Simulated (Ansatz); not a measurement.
Sb: equation of state with LDA

Sb:

```
Sb
1.0
     4.52770    0.00000    0.00000
     0.00000    4.42110    0.00000
    -1.32052    0.00000    6.36435
Sb
4
Direct
  0.33993 0.25000 0.68367
  0.93664 0.75000 0.76276
  0.06336 0.25000 0.23724
  0.66007 0.75000 0.31633
```

This isn't the form of Sb at room conditions, which is rhombohedral.

```json
{
  "Program": "Ansatz 0.2.0",
  "Task": "equation of state",
  "Functional": "LDA",
  "Potentials or basis": "all-electron LAPW, scalar-relativistic",
  "Basis error allowed": "0.002 eV/atom",
  "k mesh": "6 × 6 × 4",
  "Occupations": "fermi-dirac, width 0.05 eV",
  "Spin": "no spin polarisation"
}
```

| Quantity | Value |
| --- | --- |
| Equilibrium volume | 29.75 Å³/atom (rough: see the caveat) |
| Bulk modulus at fixed shape and positions | 58 GPa (rough) |

Energy against volume, from the lowest point:
| volume (Å³/atom) | energy (meV/atom) |
| --- | --- |
| 29.938 | 0.00 |
| 30.575 | 3.76 |
| 31.212 | 11.77 |
| 31.849 | 23.55 |
| 32.486 | 38.68 |
| 33.123 | 56.77 |
| 33.760 | 77.52 |

All runs of the series together: 3.6 min on 2 threads of Arm Neoverse V1 (shared host).

Caveat: the minimum lies outside the volumes run; the cell was scaled at fixed shape and fractional positions, which overstates the stiffness of a crystal with free parameters, most of all of layers and chains. The run has no spin-orbit coupling, so splittings on Sb are missing.
